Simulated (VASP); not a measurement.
HgTe:

```
Hg Te
1.0
    -3.04560    3.04560    1.55941
     3.04560   -3.04560    1.55941
     3.04560    3.04560   -1.55941
Hg Te
1 1
Direct
  0.75000 0.25000 0.50000
  0.00000 0.00000 0.00000
```

Measurements of this composition are mostly on another form, of space group No. 216.

```yaml
Program: VASP 6.6.1
Task: relaxation of cell and atoms
Functional: LDA
Potentials_or_basis: VASP PAW LDA potentials, release 64 (Hg, Te)
Cutoff: 600 eV
k_mesh: 8 × 8 × 8
Occupations: fermi-dirac, width 0.05 eV
Spin: no spin polarisation
```

At the start: pressure -5.1 GPa; volume 28.93 Å³/atom.

Question: Where does the relaxation end?

Answer: Over 7 steps the energy falls by 54.2 meV/atom and the volume is 25.93 Å³/atom (-10.4 %); space group I-4m2 (No. 119, to 0.05 Å).

Step by step:
```
step  energy change (eV)  largest force (eV/Å)  pressure (GPa)  volume (Å³)
   1              0.0000                0.0000           -5.07        57.86
   2             -0.0989                0.0000            1.84        50.53
   3             -0.1062                0.0000            0.04        51.88
   4             -0.1085                0.0000            0.06        51.83
   5             -0.1085                0.0000            0.05        51.83
   6             -0.1085                0.0000           -0.04        51.89
   7             -0.1085                0.0000           -0.01        51.86
```

Final structure:
```cif
data_structure
_symmetry_space_group_name_H-M 'P 1'
_symmetry_Int_Tables_number 1
_cell_length_a 4.3990
_cell_length_b 4.3990
_cell_length_c 4.3990
_cell_angle_alpha 96.877
_cell_angle_beta 96.877
_cell_angle_gamma 139.510
_cell_volume 51.86
loop_
_atom_site_label
_atom_site_type_symbol
_atom_site_fract_x
_atom_site_fract_y
_atom_site_fract_z
_atom_site_occupancy
Hg1 Hg 0.75000 0.25000 0.50000 1
Te1 Te 0.00000 0.00000 0.00000 1
```
